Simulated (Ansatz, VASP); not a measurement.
## HgTe in VASP and in Ansatz

```xyz
2
Lattice="0.0000 3.1800 3.1800 3.1800 0.0000 3.1800 3.1800 3.1800 0.0000" Properties=species:S:1:pos:R:3 pbc="T T T"
Hg    0.0000    0.0000    0.0000
Te    3.1800    3.1800    3.1800
```

Alike in both runs: task single point; functional PBE; k mesh 3 × 3 × 3; occupations fermi-dirac, width 0.03 eV; no spin polarisation.

|  | VASP | Ansatz |
| --- | --- | --- |
| version | VASP 6.6.1 | Ansatz 0.2.0 |
| potentials or method | VASP PAW PBE potentials, release 64 (Hg, Te) | PAW, plane waves, scalar-relativistic |
| plane-wave cutoff (eV) | 520 | 420 |
| valence electrons in the cell | 18 | 36 |

|  | VASP | Ansatz | Ansatz less VASP |
| --- | --- | --- | --- |
| pressure (GPa) | -2.2 | -2.3 | -0.06 |

The functional is the same, so the differences come from potentials, cutoffs and numerics. The two sets of potentials don't hold the same shells in valence.

Caveats: the k mesh is coarse (spacing up to 0.57 Å⁻¹), so the values aren't converged. Spin-orbit coupling is left out, which matters for the levels of Hg, Te.
